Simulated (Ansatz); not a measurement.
Base system: GeO2 in the rutile structure (space group P4_2/mnm, No. 136; a = 4.4884 Å, c = 2.9053 Å).

Method: PBE in Ansatz (plane waves to 420 eV, PAW, no spin-orbit coupling), earlier PAW set.

Carriers are added at fixed cell with a uniform background; the Fermi–Dirac width is that of 300 K.

One change was made to it. Results:

The gap between the host's bands goes up by 0.18 eV (1.22 eV → 1.40 eV); the gap character is still direct at Γ; the Fermi level relative to the doped band's edge (positive inside the band; to 0.05 eV) is +0.60 eV.

### Question
What was done to the base?
A. holes 5.0×10^21 cm⁻³
B. holes 3.0×10^21 cm⁻³
C. electrons 7.0×10^21 cm⁻³
D. holes 7.0×10^21 cm⁻³
E. electrons 3.0×10^21 cm⁻³

### Answer
D, holes 7.0×10^21 cm⁻³. For comparison, the gap between the host's bands in the other runs: electrons 3.0×10^21 cm⁻³ gives 1.19 eV; electrons 7.0×10^21 cm⁻³ gives 1.16 eV; holes 5.0×10^21 cm⁻³ gives 1.35 eV; holes 3.0×10^21 cm⁻³ gives 1.30 eV.

Charged cell with a jellium background: band edges are those of the host's band count, energies are not comparable with the neutral cell, and many-body gap narrowing is missing. No phonon test of stability was made.

Ansatz is a first-principles code.
